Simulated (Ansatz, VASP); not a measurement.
# One calculation of Bi, two programs

```xyz
1
Lattice="3.2646 0.0000 0.0000 0.0000 3.2646 0.0000 0.0000 0.0000 3.2646" Properties=species:S:1:pos:R:3 pbc="T T T"
Bi    0.0000    0.0000    0.0000
```

Alike in both runs: task single point; functional PBEsol; k mesh 11 × 11 × 11; occupations fermi-dirac, width 0.1 eV; no spin polarisation.

|  | VASP | Ansatz |
| --- | --- | --- |
| version | VASP 6.6.1 | Ansatz 0.2.0 |
| potentials or method | VASP PAW PBE potentials, release 64 (Bi_d) | plane waves (420 eV) with PAW, scalar-relativistic |
| plane-wave cutoff (eV) | 520 | 420 |
| valence electrons in the cell | 15 | 15 |

```csv
,VASP,Ansatz,Ansatz less VASP
pressure (GPa),-1.8,-1.8,+0.02
```

With one functional, cell and mesh, what is left measures potentials, basis and numerics. Ansatz warned: «pseudo_functional_mismatch».

Caveats: the PAW data sets were made with another functional, which shifts forces and pressure a little (VASP).
